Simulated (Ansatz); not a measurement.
# SCF log, VN

We look at VN: a measured crystal structure (space group Fm-3m, primitive cell doubled), with 4 atoms per cell. The computed pressure is over 10 GPa in size, so the cell is far from the computed equilibrium volume (the chosen U may not suit it). Source: COD entry 1538055; the sample's temperature and pressure aren't taken into account, and it need not be the stable phase.

Level of theory: DFT, PBE+U, PAW, plane waves, scalar-relativistic (Ansatz).

The input:

```yaml
crystal:
  lattice:
    - [0.0, -2.062, -2.062]
    - [-4.124, -2.062, -2.062]
    - [0.0, 2.062, -2.062]
  atoms:
    - { symbol: V, position: [0.5, 0.0, 0.5], spin: 2.0 }
    - { symbol: V, position: [0.5, 0.5, 0.0], spin: -2.0 }
    - { symbol: "N", position: [0.0, 0.0, 0.0] }
    - { symbol: "N", position: [0.0, 0.5, 0.5] }
magnetization:
  spin_polarized: true
hamiltonian:
  xc: pbe
  pseudopotentials: { kind: paw }
  hubbard: { sites: [{ species: V, l: d, u_eff: 6.8 }] }
basis:
  ecutwfc: 420
kpoints:
  mp_grid: { grid: [9, 6, 8] }
scf:
  occupations: { method: gaussian, width: 0.1 }
  lower_state_search: standard
output:
  forces: true
  stress: true
  write_density: true
  write_potential: true
  elf: true
  volumetric_format: npy
```

The run was started with:
```sh
ansatz run input.yaml --threads 2 --pin off --max-ram 5120MiB --backend cpu --events-out ev --progress --plain --runs-dir out
```

What the program printed (shortened):

```
Warning: crystal.symmetry: narrowed to the stabiliser of the k-point mesh — unitary ops 16 → 4, anti-unitary 16 → 4; excluded 24 operations that carry a point of the 9×6×8 mesh (shift [0, 0, 0]) off the mesh (the run samples exactly the mesh kpoints.mp_grid names, as under crystal.symmetry.detect: false, and its converged state has the mesh's symmetry, not the crystal's; [...]
V: projections on atomic orbitals take those of the free atom [Ne] 3s2 3p6 3d3 4s2, of charge +0.00 (hamiltonian.pseudopotentials.projection_atoms); the dataset's partial waves leave at most 5.8e-7 of an orbital's norm unspanned inside its sphere
N: projections on atomic orbitals take those of the free atom [He] 2s2 2p3, of charge +0.00 (hamiltonian.pseudopotentials.projection_atoms); the dataset's partial waves leave at most 9.3e-9 of an orbital's norm unspanned inside its sphere
the run goes by scf.lower_state_search standard: where its kind and settings allow, a search for a lower-energy state can add stability tests and further SCF calculations, which can take several times, in some runs tens of times, as long as the SCF (see the manual's entry of the key); [...]
Pseudopotentials: kind: paw
Pseudopotential: V, paw, valence charge 13, recommended cutoff 420 eV (normal), V.paw.azcp
Pseudopotential: N, paw, valence charge 5, recommended cutoff 420 eV (normal), N.paw.azcp
Functional definition: PBE
Crystal: 4 atoms, lattice volume = 35.069 Å³
Basis set: ecut = 420 eV, 673 PW (Γ), exchange–correlation on 40×72×40 points (8 copies of the dense FFT grid, shifted against one another)
Bands: 24, of which v1, the nominal top of the filled ones, is band 18 counted from 1 (17 counted from 0)
Symmetry: 4 space group operations
k-points: 140 of 432
Non-local potential: V, projectors of the file, l = 0: 3, l = 1: 2, l = 2: 3, l = 3: 1
Non-local potential: N, projectors of the file, l = 0: 2, l = 1: 2, l = 2: 1
Initial density: superposition of atomic densities (chi_scale 0.1, normalization cell, long waves kept (reshape's long-wave potential 0.00 eV rms))
Starting moments: Σ|m| = 4 μB on 2 of 4 sites
Initial wavefunctions: pseudopotential atomic-orbital guess
Functional: x = pbe(κ = 0.804, μ = 0.2195149727645171), c = pbe(β = 0.06672455060314922)
spin-down is spin-up translated by (0, 0.5, 0.5): one eigenproblem is solved per k-point and the antiferromagnetic symmetry of the starting moments is kept exactly by this SCF (crystal.symmetry.spin_inversion_symmetry: false solves both channels; [...]
SCF iter   1: F=—  HF=-6582.916784 eV  |F-HF|=—  |Δ(HF+E_count)|=         —  Δρ=6.16e-2 (↑6.16e-2 ↓6.16e-2)  dr2=4.31e0  dr2_m=3.17e-1  M=0.000 μB ∫|m|=3.959 μB  β_m=0.30  ethr=3.10e-3  ⟨swp⟩=3.8  Hψ=11788  notcnv=0
preconditioner: auto → Kerker (q_TF=auto, 2.740 Å⁻¹)  [metal: Δε(μ)=0.005 eV  Ē_g=9.798 eV  σ=0.100 eV  W_gap=0.03  n_scr=14 (ndim 8)  ℏωp=28.0 eV  f_vac=0.000  D(μ)=4.59/eV (n_scr^D=66)]
spin=Collinear: Kerker preconditioning applied to the charge; magnetization (m = ρ↑ − ρ↓) channel mixes plain (no charge-response kernel on spin).
SCF iter   2: F=—  HF=-6583.134825 eV  |F-HF|=—  |Δ(HF+E_count)|=   2.18e-1  Δρ=3.58e-2 (↑3.58e-2 ↓3.58e-2)  dr2=8.95e-1  dr2_m=1.76e-1  M=0.000 μB ∫|m|=4.181 μB  β_m=1.00  ethr=3.10e-3  ⟨swp⟩=2.6  Hψ=6339  notcnv=0  defer=120
SCF iter   3: F=—  HF=-6583.858182 eV  |F-HF|=—  |Δ(HF+E_count)|=   7.23e-1  Δρ=2.06e-2 (↑2.06e-2 ↓2.06e-2)  dr2=1.71e-1  dr2_m=3.32e-2  M=0.000 μB ∫|m|=4.418 μB  β_m=1.00  ethr=2.49e-3  ⟨swp⟩=2.9  Hψ=6682  notcnv=0  defer=135
SCF iter   4: F=—  HF=-6584.400924 eV  |F-HF|=—  |Δ(HF+E_count)|=   5.43e-1  Δρ=7.79e-3 (↑7.79e-3 ↓7.79e-3)  dr2=3.26e-2  dr2_m=6.61e-3  M=0.000 μB ∫|m|=4.411 μB  β_m=0.30  ethr=4.74e-4  ⟨swp⟩=2.1  Hψ=7200  notcnv=0  defer=146
SCF iter   5: F=—  HF=-6584.822422 eV  |F-HF|=—  |Δ(HF+E_count)|=   4.21e-1  Δρ=9.54e-3 (↑9.54e-3 ↓9.54e-3)  dr2=2.01e-2  dr2_m=1.79e-2  M=0.000 μB ∫|m|=4.438 μB  β_m=1.00  ethr=9.05e-5  ⟨swp⟩=2.2  Hψ=6358  notcnv=0  defer=149
SCF iter   6: F=—  HF=-6585.171960 eV  |F-HF|=—  |Δ(HF+E_count)|=   3.50e-1  Δρ=4.55e-3 (↑4.55e-3 ↓4.55e-3)  dr2=9.17e-3  dr2_m=2.32e-3  M=0.000 μB ∫|m|=4.409 μB  β_m=0.30  ethr=5.57e-5  ⟨swp⟩=2.1  Hψ=6692  notcnv=0  defer=155
SCF iter   7: F=—  HF=-6585.419690 eV  |F-HF|=—  |Δ(HF+E_count)|=   2.48e-1  Δρ=6.30e-3 (↑6.30e-3 ↓6.30e-3)  dr2=1.35e-2  dr2_m=5.65e-3  M=0.000 μB ∫|m|=4.365 μB  β_m=0.30  ethr=2.55e-5  ⟨swp⟩=1.8  Hψ=4320  notcnv=0  defer=159
Mixer restart at iter 7: flushing history
[... 0 iterations left out ...]
SCF iter   8: F=—  HF=-6585.597288 eV  |F-HF|=—  |Δ(HF+E_count)|=   1.78e-1  Δρ=7.30e-3 (↑7.30e-3 ↓7.30e-3)  dr2=1.96e-2  dr2_m=7.96e-3  M=0.000 μB ∫|m|=4.315 μB  β_m=0.44  ethr=2.55e-5  ⟨swp⟩=1.6  Hψ=4521  notcnv=0  defer=184
SCF iter   9: F=—  HF=-6585.901339 eV  |F-HF|=—  |Δ(HF+E_count)|=   3.04e-1  Δρ=4.84e-3 (↑4.84e-3 ↓4.84e-3)  dr2=3.58e-3  dr2_m=5.72e-3  M=0.000 μB ∫|m|=4.116 μB  β_m=0.63  ethr=2.55e-5  ⟨swp⟩=2.8  Hψ=7534  notcnv=0  defer=192
SCF iter  10: F=—  HF=-6585.931637 eV  |F-HF|=—  |Δ(HF+E_count)|=   3.03e-2  Δρ=3.60e-3 (↑3.60e-3 ↓3.60e-3)  dr2=2.97e-3  dr2_m=3.33e-3  M=0.000 μB ∫|m|=4.024 μB  β_m=0.82  ethr=9.95e-6  ⟨swp⟩=2.2  Hψ=6230  notcnv=0  defer=205
SCF iter  11: F=—  HF=-6585.942586 eV  |F-HF|=—  |Δ(HF+E_count)|=   1.09e-2  Δρ=1.15e-3 (↑1.15e-3 ↓1.15e-3)  dr2=1.29e-3  dr2_m=9.01e-5  M=0.000 μB ∫|m|=3.946 μB  β_m=0.75  ethr=8.24e-6  ⟨swp⟩=2.8  Hψ=5798  notcnv=0  defer=205
SCF iter  12: F=—  HF=-6585.942992 eV  |F-HF|=—  |Δ(HF+E_count)|=   4.06e-4  Δρ=3.59e-4 (↑3.59e-4 ↓3.59e-4)  dr2=9.81e-5  dr2_m=1.74e-5  M=0.000 μB ∫|m|=3.926 μB  β_m=0.88  ethr=3.58e-6  ⟨swp⟩=2.0  Hψ=5543  notcnv=0  defer=205
SCF iter  13: F=—  HF=-6585.943135 eV  |F-HF|=—  |Δ(HF+E_count)|=   1.44e-4  Δρ=2.55e-4 (↑2.55e-4 ↓2.55e-4)  dr2=4.42e-5  dr2_m=1.11e-5  M=0.000 μB ∫|m|=3.934 μB  β_m=0.94  ethr=2.72e-7  ⟨swp⟩=2.1  Hψ=5627  notcnv=0  defer=206
SCF iter  14: F=—  HF=-6585.943150 eV  |F-HF|=—  |Δ(HF+E_count)|=   1.42e-5  Δρ=9.28e-5 (↑9.28e-5 ↓9.28e-5)  dr2=6.31e-6  dr2_m=1.26e-6  M=0.000 μB ∫|m|=3.931 μB  β_m=0.97  ethr=1.23e-7  ⟨swp⟩=2.0  Hψ=4504  notcnv=0  defer=206
iter 15 did not close the SCF: its close was put off for a magnetic moment that had not settled (scf_convergence_deferred on its scf_iter line)
SCF iter  15: F=-6585.943150 eV  HF=-6585.943150 eV  |F-HF|=5.77e-8  |Δ(HF+E_count)|=   3.56e-7  Δρ=1.16e-5 (↑1.16e-5 ↓1.16e-5)  dr2=2.12e-8  dr2_m=3.10e-8  M=0.000 μB ∫|m|=3.930 μB  β_m=0.98  ethr=2.78e-10  ⟨swp⟩=11.4  Hψ=22871  notcnv=0
SCF iter  16: F=-6585.943150 eV  HF=-6585.943150 eV  |F-HF|=7.38e-9  |Δ(HF+E_count)|=   1.13e-7  Δρ=4.45e-6 (↑4.45e-6 ↓4.45e-6)  dr2=1.24e-8  dr2_m=2.46e-9  M=0.000 μB ∫|m|=3.930 μB  ethr=5.90e-11  ⟨swp⟩=5.7  Hψ=17570  notcnv=0
SCF 1 converged in 16 iterations: F = -6585.943150 eV  dr2 = 1.24e-8
  greatest PAW one-centre occupation: 1.000 electrons in one spin orbital (limit 2), on the V atom at site 1 (counted from 0), in its partial waves of l = 0
Symmetry: 2 space group operations
k-points: 218 of 432
Initial density: read from a saved state, or passed on in memory by an earlier SCF of this step, an earlier step, the calling program or the single point that the run made first
Starting moments: Σ|m| = 4 μB on 2 of 4 sites; this step starts from the density that it was given
Initial wavefunctions: those read from a saved state, or passed on in memory by an earlier step or the calling program
the translation (0, 0.5, 0.5) carries every atom to within crystal.symmetry.tolerance of an atom of its element with the starting moment reversed, but both spin channels are solved: the run starts from a saved state that isn't shown to keep it, or this solve from the single point that its walk made first
iter 1 solved again at ethr=3.44e-11 eV; its pass at ethr=2.78e-6 eV (dr2=1.24e-8 eV) is discarded
SCF iter   1: F=—  HF=-6585.943150 eV  |F-HF|=—  |Δ(HF+E_count)|=         —  Δρ=4.45e-6 (↑4.45e-6 ↓4.45e-6)  dr2=1.24e-8  dr2_m=2.46e-9  M=0.000 μB ∫|m|=3.930 μB  ethr=3.44e-11  ⟨swp⟩=1.0  Hψ=61394  notcnv=0
preconditioner: auto → Kerker (q_TF=auto, 2.740 Å⁻¹)  [metal: Δε(μ)=0.060 eV  Ē_g=10.178 eV  σ=0.100 eV  W_gap=0.33  n_scr=14 (ndim 8)  ℏωp=28.0 eV  f_vac=0.000  D(μ)=0.30/eV (n_scr^D=0)]
spin=Collinear: Kerker preconditioning applied to the charge; magnetization (m = ρ↑ − ρ↓) channel mixes plain (no charge-response kernel on spin).
SCF iter   2: F=—  HF=-6586.011262 eV  |F-HF|=—  |Δ(HF+E_count)|=   6.81e-2  Δρ=3.62e-3 (↑3.62e-3 ↓3.62e-3)  dr2=7.84e-3  dr2_m=1.06e-3  M=-0.000 μB ∫|m|=3.902 μB  ethr=2.78e-6  ⟨swp⟩=1.0  Hψ=69500  notcnv=0
preconditioner: auto → none  [insulator: Δε(μ)=0.113 eV  Ē_g=10.134 eV  σ=0.100 eV  W_gap=0.58  n_scr=14 (ndim 8)  ℏωp=28.0 eV  f_vac=0.000  D(μ)=0.07/eV (n_scr^D=0)  ε∞_Penn≈8.7]
SCF iter   3: F=—  HF=-6586.041412 eV  |F-HF|=—  |Δ(HF+E_count)|=   3.01e-2  Δρ=1.01e-3 (↑1.01e-3 ↓1.01e-3)  dr2=6.39e-4  dr2_m=9.73e-5  M=-0.000 μB ∫|m|=3.884 μB  ethr=2.78e-6  ⟨swp⟩=1.1  Hψ=33348  notcnv=0
SCF iter   4: F=—  HF=-6586.044510 eV  |F-HF|=—  |Δ(HF+E_count)|=   3.10e-3  Δρ=2.07e-4 (↑2.07e-4 ↓2.07e-4)  dr2=1.56e-5  dr2_m=2.85e-6  M=0.000 μB ∫|m|=3.887 μB  ethr=2.78e-6  ⟨swp⟩=1.0  Hψ=34065  notcnv=0
SCF iter   5: F=—  HF=-6586.044524 eV  |F-HF|=—  |Δ(HF+E_count)|=   1.44e-5  Δρ=4.57e-5 (↑4.57e-5 ↓4.51e-5)  dr2=1.41e-6  dr2_m=7.32e-8  M=-0.000 μB ∫|m|=3.887 μB  ethr=9.29e-8  ⟨swp⟩=1.0  Hψ=30424  notcnv=0
SCF iter   6: F=—  HF=-6586.044523 eV  |F-HF|=—  |Δ(HF+E_count)|=   6.17e-7  Δρ=1.00e-5 (↑9.96e-6 ↓1.00e-5)  dr2=8.28e-8  dr2_m=2.42e-9  M=0.000 μB ∫|m|=3.887 μB  ethr=2.78e-10  ⟨swp⟩=1.7  Hψ=31452  notcnv=0
SCF iter   7: F=-6586.044523 eV  HF=-6586.044523 eV  |F-HF|=1.58e-9  |Δ(HF+E_count)|=  2.78e-10  Δρ=2.00e-6 (↑1.96e-6 ↓2.00e-6)  dr2=2.84e-9  dr2_m=2.13e-10  M=0.000 μB ∫|m|=3.887 μB  ethr=2.78e-10  ⟨swp⟩=1.0  Hψ=30111  notcnv=0
SCF iter   8: F=-6586.044523 eV  HF=-6586.044523 eV  |F-HF|=1.57e-9  |Δ(HF+E_count)|=  1.91e-11  Δρ=2.00e-6 (↑1.96e-6 ↓2.00e-6)  dr2=2.84e-9  dr2_m=2.15e-10  M=0.000 μB ∫|m|=3.887 μB  ethr=7.88e-12  ⟨swp⟩=1.0  Hψ=31977  notcnv=0
SCF 2 converged in 8 iterations: F = -6586.044523 eV  dr2 = 2.84e-9
  greatest PAW one-centre occupation: 1.000 electrons in one spin orbital (limit 2), on the V atom at site 0 (counted from 0), in its partial waves of l = 0
the translation (0, 0.5, 0.5) carries every atom to within crystal.symmetry.tolerance of an atom of its element with the starting moment reversed, but both spin channels are solved: the run starts from a saved state that isn't shown to keep it, or this solve from the single point that its walk made first
iter 1 solved again at ethr=7.90e-12 eV; its pass at ethr=3.10e-3 eV (dr2=2.84e-9 eV) is discarded
SCF iter   1: F=—  HF=-6586.044523 eV  |F-HF|=—  |Δ(HF+E_count)|=         —  Δρ=2.00e-6 (↑1.96e-6 ↓2.00e-6)  dr2=2.84e-9  dr2_m=2.16e-10  M=0.000 μB ∫|m|=3.887 μB  β_m=0.30  ethr=7.90e-12  ⟨swp⟩=1.0  Hψ=49724  notcnv=0
preconditioner: auto → none  [insulator: Δε(μ)=0.536 eV  Ē_g=10.167 eV  σ=0.100 eV  W_gap=1.00  n_scr=14 (ndim 8)  ℏωp=28.0 eV  f_vac=0.000  D(μ)=0.00/eV (n_scr^D=0)  ε∞_Penn≈8.6]
SCF iter   2: F=-6586.044523 eV  HF=-6586.044523 eV  |F-HF|=1.87e-10  |Δ(HF+E_count)|=  5.37e-10  Δρ=1.10e-6 (↑1.10e-6 ↓1.10e-6)  dr2=5.35e-10  dr2_m=1.41e-10  M=0.000 μB ∫|m|=3.887 μB  ethr=7.89e-12  ⟨swp⟩=6.8  Hψ=45180  notcnv=0
SCF 3 converged in 2 iterations: F = -6586.044523 eV  dr2 = 5.35e-10
the run went on to a lower state, not held to the crystal's whole symmetry: an SCF along what the orbitals of the run's state read of its open shells (or to have them read: on a GPU, or by another smearing), with 2 of the crystal's symmetry operations and the antiferromagnet's anti-translation given up (218 k-poin [...]
the translation (0, 0.5, 0.5) carries every atom to within crystal.symmetry.tolerance of an atom of its element with the starting moment reversed, but both spin channels are solved: the run starts from a saved state that isn't shown to keep it, or this solve from the single point that its walk made first
iter 1 solved again at ethr=1.49e-12 eV; its pass at ethr=2.78e-6 eV (dr2=5.35e-10 eV) is discarded
SCF iter   1: F=—  HF=-6586.044523 eV  |F-HF|=—  |Δ(HF+E_count)|=         —  Δρ=1.10e-6 (↑1.10e-6 ↓1.10e-6)  dr2=5.35e-10  dr2_m=1.41e-10  M=0.000 μB ∫|m|=3.887 μB  ethr=1.49e-12  ⟨swp⟩=1.0  Hψ=61298  notcnv=0
SCF iter   2: F=—  HF=-6586.044523 eV  |F-HF|=—  |Δ(HF+E_count)|=   1.38e-7  Δρ=3.35e-5 (↑3.35e-5 ↓3.35e-5)  dr2=8.77e-7  dr2_m=5.34e-8  M=0.000 μB ∫|m|=3.887 μB  ethr=2.78e-6  ⟨swp⟩=1.0  Hψ=44756  notcnv=0
SCF iter   3: F=-6586.044523 eV  HF=-6586.044523 eV  |F-HF|=3.27e-9  |Δ(HF+E_count)|=   1.23e-7  Δρ=3.25e-6 (↑3.25e-6 ↓3.25e-6)  dr2=9.86e-9  dr2_m=7.98e-10  M=-0.000 μB ∫|m|=3.887 μB  ethr=2.78e-10  ⟨swp⟩=1.6  Hψ=23238  notcnv=0
an SCF along what the orbitals of the run's state read of its open shells (or to have them read: on a GPU, or by another smearing), with 2 of the crystal's symmetry operations and the antiferromagnet's anti-translation given up (218 k-points in place of 140), reached no lower state that the run goes on to. [...]
no probe read this state for a lower one beside it (scf.lower_state_search): an SCF that set out along what the orbitals read of the open shells (or to have them read: on a GPU, or by another smearing), or from atoms, led to it (look_outside_group), and dielectric_reading bears what that SCF, or the last one behin [...]
SCF converged after 2 iterations
Stability not told: the SCF's own minimisation came to no verdict on its close; the lowest value that the minimisation read is 2.7e-2 (residual 2.1e-3): no lower mode is shown, and none is ruled out
Magnetization: 0.0000 μB (18.0000 up, 18.0000 down)
Absolute magnetization: 3.8881 μB (∫|ρ↑−ρ↓|, with the PAW one-centre terms)
Spin contamination: 1.9504 ħ² per cell (⟨S²⟩ above its minimum at these occupations)
Per-site moments (μB) at R_I (Å): [(1.5181, 0.8505), (-1.5181, 0.8505), (-0.0070, 0.8505), (0.0070, 0.8505)]
Free energy (F): -6586.044523 eV
Harris-Foulkes:  -6586.044523 eV  (|F-HF|=1.87e-10)
Internal energy: -6586.044523 eV  (E = F + TS)
E sigma→0 (E₀):  -6586.044523 eV
Entropy (-TS):   -0.000000 eV (-0.000 meV/atom)
Fermi energy:    17.960371 eV
--- Per-component energies (eV) ---
  E_band       = -206.936009
  E_kinetic    = 945.329426
  E_local      = -1924.042929  (includes V_loc(G=0)·N_el)
  E_nonlocal   = 1.430563
  E_hartree    = 849.815275
  E_xc         = -384.869867
  E_vxc        = -488.574119  (∫ρ·V_xc dr)
  E_hubbard    = 7.920276  (on-site DFT+U / exact-exchange correction)
  E_vhub       = -7.346210  (the Hubbard potential's part of the band-sum identity)
  E_paw        = -2481.267845  (= ΣΔE_a)
  E_vpaw       = -433.365051  (= ΣTr[D̂ρ^β])
  E_aug_tail   = 0.000689  (compensation charges beyond the density's cutoff)
  E_ewald      = -3600.360110
  E_smearing   = -0.000000  (= −TS)
  E_closure    = -0.000000  (closes the sum)
  Σ components = -6586.044523   (vs F -6586.044523, Δ=0.00e0)
--- Forces (eV/Å), atoms counted from 1 ---
  atom   1  V      0.00000000     0.00000000     0.00000000
  atom   2  V      0.00000000     0.00000000     0.00000000
  atom   3  N      0.00000000     0.00000000     0.00000000
  atom   4  N      0.00000000     0.00000000     0.00000000
  max |Σ_I F_I| component: 0.00e0 eV/Å
--- Stress (GPa, compression-positive) ---
       51.272490      -0.748144      -0.748144
       -0.748104      42.159566       0.571119
       -0.748105       0.571119      42.159567
  P = ⅓ Tr σ = 45.1972 GPa (451.972 kbar)
--- Band table (eV; the first three rows and the last of 436) ---
  k-point 0 ↑: bands = ["-47.8835", "-46.0700", "-21.8827", "-21.6220", "-21.5609", "-20.4931", "-19.7730", "-19.3722", "1.0124", "3.3006", "12.2560", "12.3939", "13.5591", "15.4002", "15.4120", "16.9474", "16.9514", "17.0238", "18.2284", "19.0957", "19.4271", "19.5569", "20.5983", "22.4539"]
  k-point 1 ↑: bands = ["-47.8806", "-46.0673", "-21.8764", "-21.6577", "-21.5545", "-20.4906", "-19.8130", "-19.3713", "1.2292", "3.4102", "11.9136", "12.2333", "13.7611", "14.9216", "15.0153", "16.0638", "16.0715", "17.0966", "18.6200", "19.7818", "20.0112", "20.1762", "21.2905", "22.4740"]
  k-point 2 ↑: bands = ["-47.8731", "-46.0590", "-21.8610", "-21.7437", "-21.5390", "-20.4846", "-19.9099", "-19.3692", "1.8288", "3.6539", "11.3375", "11.6125", "13.7810", "13.9382", "14.3460", "14.8982", "15.2002", "17.3163", "19.3587", "20.3715", "20.8110", "21.8796", "22.5333", "22.5694"]
  k-point 217 ↓: bands = ["-47.8500", "-46.0461", "-22.0534", "-21.6227", "-21.6130", "-20.6639", "-19.7768", "-19.4181", "3.6514", "3.7958", "9.6964", "10.9034", "12.0707", "13.2291", "13.5459", "13.8162", "15.7497", "16.2055", "20.7397", "22.0275", "22.3696", "22.9978", "23.6783", "23.9721"]
```

Among 15 converged runs of this cell from various starts and settings, this end is the lowest found.

A static U favours moments and orbital order; the result depends on U and need not be the measured state. The mesh is too coarse to rank close states of a metal with certainty: differences of some tens of meV/atom may change, at times in sign. The mesh has less symmetry than the lattice, which lowers the symmetry of the run.

The run took 3 min on 2 threads of Arm Neoverse V1, on a shared host, peak memory 1.3 GiB.
